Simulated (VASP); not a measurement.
**Ta2H: relaxation of cell and atoms with r2SCAN+rVV10**

Ta2H:

```xyz
3
Lattice="1.7205 -2.3715 0.0000 1.7205 2.3715 0.0000 0.0000 0.0000 4.7586" Properties=species:S:1:pos:R:3 pbc="T T T"
Ta    0.8602    1.1857    1.2590
Ta    0.8602   -1.1857    3.4996
H     0.0000    0.0000    0.0000
```

The cell comes from a database or a generator and needn't be the stable form of this composition.

| Item | Value |
| --- | --- |
| Program | VASP 6.6.1 |
| Task | relaxation of cell and atoms |
| Functional | r2SCAN |
| Dispersion | rVV10 |
| Potentials or basis | VASP PAW PBE potentials, release 64 (Ta_pv, H) |
| Cutoff | 600 eV |
| k mesh | 16 × 16 × 10 |
| Occupations | gaussian, width 0.1 eV |
| Spin | no spin polarisation |
| Further INCAR settings | ALGO = Normal; EDIFF = 1e-07; IBRION = 2; EDIFFG = -0.005; NSW = 90; ISIF = 3 |

- Relaxed volume: 12.87 Å³/atom
- Relaxed cell: a = 2.922 Å, b = 2.922 Å, c = 4.766 Å, α = 90.00°, β = 90.00°, γ = 108.46°
- Space group after relaxing (to 0.05 Å): C222 (No. 21)
- Energy gained by relaxing: 0.6 meV/atom
- Ionic steps: 6
- Pressure after relaxing: 0.0 GPa
- Band gap on the k mesh: none (metal or under the smearing width)

Step by step:
```csv
step,energy change (eV),largest force (eV/Å),pressure (GPa),volume (Å³)
1,0.0000,0.0467,-1.16,38.83
2,0.0001,0.0164,1.71,38.31
3,-0.0012,0.0327,0.23,38.57
4,-0.0016,0.0044,0.08,38.58
5,-0.0017,0.0197,0.02,38.59
6,-0.0017,0.0013,-0.04,38.60
```

Final structure:
```
Ta H
1.0
     1.70789   -2.37088    0.00000
     1.70789    2.37088    0.00000
     0.00000    0.00000    4.76593
Ta H
2 1
Direct
  0.00000 0.50000 0.26398
  0.50000 0.00000 0.73602
  0.00000 0.00000 0.00000
```

Levels at points of the mesh, in eV from the Fermi level:
| k point | band 9 | band 10 | band 11 | band 12 | band 13 | band 14 | band 15 |
| --- | --- | --- | --- | --- | --- | --- | --- |
| (0.00, 0.00, 0.00) | -3.27 | -0.75 | 0.34 | 0.36 | 0.88 | 3.42 | 3.87 |
| (0.50, 0.00, 0.00) | -2.74 | -1.83 | -0.90 | -0.86 | 3.08 | 3.20 | 4.39 |
| (0.50, 0.50, 0.00) | -3.93 | -2.40 | -0.27 | 3.73 | 4.21 | 6.11 | 6.23 |
| (0.00, 0.00, 0.50) | -2.25 | -1.17 | -0.77 | 0.39 | 2.49 | 3.14 | 3.34 |
| (0.50, 0.00, 0.50) | -1.83 | -1.68 | -0.67 | 0.76 | 3.38 | 3.45 | 4.60 |
| (0.50, 0.50, 0.50) | -3.09 | -2.13 | 0.32 | 0.34 | 0.90 | 1.74 | 6.33 |

It took 69 min on 1 thread of Intel(R) Xeon(R) Platinum 8259CL CPU @ 2.50GHz (Skylake/Cascade Lake), on a shared host, peak memory 0.53 GiB.

Caveat: the PAW data sets were made with another functional, which shifts forces and pressure a little. Spin-orbit coupling is left out, which matters for the levels of Ta.
